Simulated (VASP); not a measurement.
GaSb: band structure with r2SCAN

**Experimental background.**

A printed reference work, data compilation reports, for a bulk crystal of GaSb at 4.2 K: band gap 0.811 eV (direct).

The system is GaSb.

```xyz
2
Lattice="0.0000 3.0574 3.0574 3.0574 0.0000 3.0574 3.0574 3.0574 0.0000" Properties=species:S:1:pos:R:3 pbc="T T T"
Ga    0.0000    3.0574    3.0574
Sb    1.5287    1.5287    1.5287
```

```
Program                : VASP 6.6.1
Task                   : band structure
Functional             : r2SCAN
Potentials or basis    : VASP PAW PBE potentials, release 64 (Ga_d, Sb)
Cutoff                 : 520 eV
k mesh                 : 10 × 10 × 10
Occupations            : gaussian, width 0.03 eV
Spin                   : no spin polarisation
Further INCAR settings : ALGO = Normal; EDIFF = 1e-06
```

```
Pressure                : 0.5 GPa
Band gap on the k mesh  : 0.46 eV, direct
Band gap along the path : 0.46 eV, direct
```

Levels at the corners of the path, in eV from the valence-band top:
```
point  band 7  band 8  band 9  band 10  band 11  band 12
    Γ    0.00    0.00    0.00     0.46     2.98     2.98
    X   -7.06   -2.70   -2.70     1.12     1.48     9.28
    X   -7.06   -2.70   -2.70     1.12     1.48     9.28
    W   -6.92   -3.49   -3.26     4.02     4.62     4.82
    W   -6.92   -3.49   -3.26     4.02     4.62     4.82
    K   -6.86   -3.76   -2.30     1.64     4.20     7.10
    K   -6.86   -3.76   -2.30     1.64     4.20     7.10
    Γ    0.00    0.00    0.00     0.46     2.98     2.98
    Γ    0.00    0.00    0.00     0.46     2.98     2.98
    L   -6.59   -1.22   -1.22     0.69     4.01     4.01
    L   -6.59   -1.22   -1.22     0.69     4.01     4.01
    U   -6.86   -3.76   -2.30     1.64     4.20     7.10
    U   -6.86   -3.76   -2.30     1.64     4.20     7.10
    W   -6.92   -3.49   -3.26     4.02     4.62     4.82
    W   -6.92   -3.49   -3.26     4.02     4.62     4.82
    L   -6.59   -1.22   -1.22     0.69     4.01     4.01
    L   -6.59   -1.22   -1.22     0.69     4.01     4.01
    K   -6.86   -3.76   -2.30     1.64     4.20     7.10
    U   -6.86   -3.76   -2.30     1.64     4.20     7.10
    X   -7.06   -2.70   -2.70     1.12     1.48     9.28
```

Run time: 68 s on 4 MPI ranks on Intel(R) Xeon(R) 6975P-C (Granite Rapids), on a shared host, peak memory 0.23 GiB a rank.

Against the measured gap of GaSb, 0.811 eV (direct; 4.2 K; a printed reference work, data compilation), the calculated 0.46 eV is off by -0.35 eV. Spin-orbit coupling on Ga, Sb is left out. The value is that of r2SCAN, without temperature or zero-point motion.

Caveat: the PAW data sets were made with another functional, which shifts forces and pressure a little; spin-orbit coupling is left out, which moves the levels of the heavy elements.
